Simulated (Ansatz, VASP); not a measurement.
Two plane-wave programs on MgSi

```
Mg Si
1.0
     2.07878   -4.88676    0.00000
     2.07878    4.88676    0.00000
     0.00000    0.00000    3.64789
Mg Si
2 2
Direct
  0.64323 0.35677 0.75000
  0.35677 0.64323 0.25000
  0.92135 0.07865 0.75000
  0.07865 0.92135 0.25000
```

Alike in both runs: functional PBEsol; k mesh 6 × 6 × 6; occupations gaussian, width 0.1 eV; no spin polarisation.

Ansatz relaxed the structure, and its values are those at the end. VASP's run is a single point on that final structure, the one shown.

|  | VASP | Ansatz |
| --- | --- | --- |
| version | VASP 6.6.1 | Ansatz 0.2.0 |
| potentials or method | VASP PAW PBE potentials, release 64 (Mg, Si) | scalar-relativistic, plane waves, PAW |
| plane-wave cutoff (eV) | 520 | 420 |
| valence electrons in the cell | 12 | 28 |

|  | VASP | Ansatz | Ansatz less VASP |
| --- | --- | --- | --- |
| gap on the k mesh at the Fermi level (eV) | none | none | - |
| pressure (GPa) | 0.0 | 0.0 | +0.06 |
| rms of the force components (eV/Å) | 0.004 | 0.005 | +0.0007 |

A gap of «none» marks a metal or a gap that the smearing closes. The two sets of potentials don't hold the same shells in valence.

Caveats: the PAW data sets were made with another functional, which shifts forces and pressure a little (VASP).
